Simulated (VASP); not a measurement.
A run of VASP 6.6.1:

File INCAR:

```
  PREC = Accurate
  ENCUT = 400
  EDIFF = 1E-6
  ISMEAR = 0
  SIGMA = 0.01
  LREAL = False
  LASPH = True
  NELM = 60
  ALGO = Normal
  ISIF = 2
  LWAVE = False
  LCHARG = False
  GGA = RP
  IVDW = 13
```

Contents of KPOINTS:

```
Automatic mesh
0
Gamma
  1 1 1
```

Contents of POSCAR:

```
H2CNCl
1.0
   12.0000000000      0.0000000000      0.0000000000
    0.0000000000     11.0000000000      0.0000000000
    0.0000000000      0.0000000000     11.0000000000
N C Cl H
1 1 1 2
Direct
    0.4334958300      0.4283136400      0.4688090900
    0.5164708300      0.4878227300      0.5023363600
    0.6224875000      0.4199590900      0.5843727300
    0.3796791700      0.4823863600      0.4218090900
    0.5340041700      0.5838590900      0.4866818200
```

Potentials or basis: VASP PAW PBE potentials, release 64 (N_s, C_s, Cl, H_s).

Run with:

```bash
$ cat potpaw_PBE.64/N_s/POTCAR potpaw_PBE.64/C_s/POTCAR potpaw_PBE.64/Cl/POTCAR potpaw_PBE.64/H_s/POTCAR > POTCAR
$ mpirun -np 1 vasp_gam > vasp.out
```

Hardware: 1 thread of Intel(R) Xeon(R) Platinum 8488C (Sapphire Rapids) (shared host).

Question: How long does it take, and how much memory?

Answer: It took 52 s on 1 thread of Intel(R) Xeon(R) Platinum 8488C (Sapphire Rapids), with other jobs on the host, peak memory 0.78 GiB. Counts: scf iterations 25, k points 1.
